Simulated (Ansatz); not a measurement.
## InSe: course of a relaxation

Theory: Ansatz, DFT r2SCAN, scalar-relativistic, plane waves, PAW. Settings: 500 eV cutoff, 8×8×6 k-mesh, Gaussian smearing of 0.02 eV, no spin polarisation.

What was changed: relaxed at 1 GPa.

Command:

```bash
ansatz run input.yaml --threads 1 --pin off --max-ram 2560MiB --backend cpu --events-out ev --progress --plain --runs-dir out
```

Input:

```yaml
crystal:
  lattice:
    - [5.7963723778, -2.0438515109, -0.0766007545]
    - [5.7963723778, 2.0438515109, -0.0766007545]
    - [-1.6370180382, 0.0, 4.7865710571]
  atoms:
    - { symbol: In, position: [0.8881706647, 0.8881706647, 0.0478327754] }
    - { symbol: In, position: [0.1118293353, 0.1118293353, 0.9521672246] }
    - { symbol: Se, position: [0.6618440438, 0.6618440438, 0.6685497362] }
    - { symbol: Se, position: [0.3381559562, 0.3381559562, 0.3314502638] }
basis:
  ecutwfc: 500
kpoints:
  mp_grid: { grid: [8, 8, 6] }
hamiltonian:
  xc: r2scan
scf:
  occupations: { method: gaussian, width: 0.02 }
output:
  forces: true
  stress: true
  eigenvalues: true
relax:
  adjacent_minimum: "off"
  f_tol: 0.008
  max_steps: 50
  cell: { stress_tol: 0.08, p_target: 1.0 }
```

F is the free energy. Steps run on the plane waves of an earlier cell, but the last one, and at times one on the way, on a freshly chosen basis, so a repeated geometry can differ a little in energy. The relaxation lowers the enthalpy F + PV at the target pressure, so F itself can rise.

Steps:

| step | F − F(1) (eV) | largest force component (eV/Å) | V (Å³/atom) | P (GPa) |
| --- | --- | --- | --- | --- |
| 1 | 0.0000 | 0.078 | 28.225 | 0.54 |
| 2 | 0.0414 | 0.262 | 26.838 | 1.32 |
| 3 | 0.0047 | 0.016 | 27.701 | 0.82 |
| 4 | 0.0108 | 0.046 | 27.174 | 0.97 |
| 5 | 0.0146 | 0.087 | 26.919 | 0.68 |
| 6 | 0.0183 | 0.023 | 26.730 | 1.07 |
| 7 | 0.0178 | 0.002 | 26.740 | 1.01 |
| 8 | 0.0181 | 0.002 | 26.740 | 1.00 |

Relaxed structure:

```xyz
4
Lattice="5.8634 -2.0514 -0.0290 5.8634 2.0514 -0.0290 -1.6211 0.0000 4.4543" Properties=species:S:1:pos:R:3 pbc="T T T"
In   10.3424    0.0000    0.1148
In   -0.2367    0.0000    4.2814
Se    6.6599    0.0000    2.8632
Se    3.4459    0.0000    1.5330
```

The structure is monoclinic, space group C2/m (No. 12). Conventional cell: a = 11.727 Å, b = 4.103 Å, c = 4.740 Å, α = 90.00°, β = 110.28°, γ = 90.00°. Around In (site symmetry m) lie 3 Se at 2.68 Å and 1 In at 2.79 Å. Around Se (site symmetry m) lie 3 In at 2.68 Å.

The run converged. The run took 4.5 min on 1 thread of Intel(R) Xeon(R) Platinum 8375C CPU @ 2.90GHz (Ice Lake), on a shared host, peak memory 1.1 GiB.